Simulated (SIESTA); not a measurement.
Write the native input for SIESTA 5.4.2 that does the following.

- Task: band structure
- Functional: vdW-DF-cx
- Potentials or basis: PseudoDojo 0.4 standard (PBE files)
- Basis: DZP (energy shift 0.003 Ry; two zetas on semicore shells)
- Grid cutoff: 800 Ry
- Energy shift: 0.003 Ry
- k mesh: 9 × 9 × 5
- Occupations: fermi-dirac, width 0.05 eV
- Spin: no spin polarisation

Crystal: TaS2.

```
Ta S
1.0
     3.35000    0.00000    0.00000
    -1.67500    2.90119    0.00000
     0.00000    0.00000    5.86000
Ta S
1 2
Cartesian
  0.0000 0.0000 0.0000
  1.6750 0.9671 4.3950
  0.0000 1.9341 1.4650
```

One way to write it, as run:

TaS2.fdf

```
SystemName                      TaS2
SystemLabel                     TaS2
NumberOfSpecies                 2
NumberOfAtoms                   3
%block ChemicalSpeciesLabel
  1  73 Ta
  2  16 S
%endblock ChemicalSpeciesLabel

LatticeConstant                 1.0 Ang
%block LatticeVectors
     3.3500000000     0.0000000000     0.0000000000
    -1.6750000000     2.9011851027     0.0000000000
     0.0000000000     0.0000000000     5.8600000000
%endblock LatticeVectors
AtomicCoordinatesFormat         Fractional
%block AtomicCoordinatesAndAtomicSpecies
     0.0000000000     0.0000000000     0.0000000000  1  Ta
     0.6666666667     0.3333333333     0.7500000000  2  S
     0.3333333333     0.6666666667     0.2500000000  2  S
%endblock AtomicCoordinatesAndAtomicSpecies

%block kgrid.MonkhorstPack
    9   0   0  0.0
    0   9   0  0.0
    0   0   5  0.0
%endblock kgrid.MonkhorstPack
XC.Functional                   VDW
XC.Authors                      BH
PAO.BasisSize                   DZP
PAO.EnergyShift                 0.003 Ry
Mesh.Cutoff                     800 Ry
OccupationFunction              FD
ElectronicTemperature           0.05 eV
MaxSCFIterations                120
SCF.MustConverge                false
SCF.Mixer.Method                Pulay
SCF.Mixer.Weight                0.25
SCF.Mixer.History               8
SCF.DM.Tolerance                5.0e-05
SCF.H.Tolerance                 1.0e-03 eV
WriteForces                     true
Charge.Mulliken                 end
BandLinesScale                  ReciprocalLatticeVectors
%block BandLines
    1    0.000000   0.000000   0.000000  \Gamma
   12    0.500000   0.000000   0.000000  M
    7    0.333333   0.333333   0.000000  K
   13    0.000000   0.000000   0.000000  \Gamma
    6    0.000000   0.000000   0.500000  A
   12    0.500000   0.000000   0.500000  L
    7    0.333333   0.333333   0.500000  H
   13    0.000000   0.000000   0.500000  A
    1    0.500000   0.000000   0.500000  L
    6    0.500000   0.000000   0.000000  M
    1    0.333333   0.333333   0.000000  K
    6    0.333333   0.333333   0.500000  H
%endblock BandLines
%block PAO.Basis
  Ta 5
  n=5 0 2
    3.144 0.000
  n=6 0 2
    7.733 0.000
  n=5 1 2
    3.789 0.000
  n=6 1 1
    7.733
  n=5 2 2
    7.181 0.000
%endblock PAO.Basis
```

Potentials or basis: PseudoDojo 0.4 standard (PBE files), DZP (energy shift 0.003 Ry; two zetas on semicore shells).

Launch:

```sh
$ siesta TaS2.fdf > TaS2.out 2>&1
```

It gave:

```json
{"Pressure": "7.0 GPa", "Largest force": "1.453 eV/Å", "Band gap on the k mesh": "none (metal or under the smearing width)"}
```

Caveat: short orbitals over semicore shells can move pressures by several GPa; the potentials were made for another functional, which shifts forces and pressure; spin-orbit coupling is left out, which moves the levels of the heavy elements; the basis of atomic orbitals isn't converged, which shifts pressures, moduli and gaps.

It took 2.4 min on 1 thread of Intel(R) Xeon(R) Platinum 8375C CPU @ 2.90GHz (Ice Lake), on a shared host, peak memory 0.45 GiB.
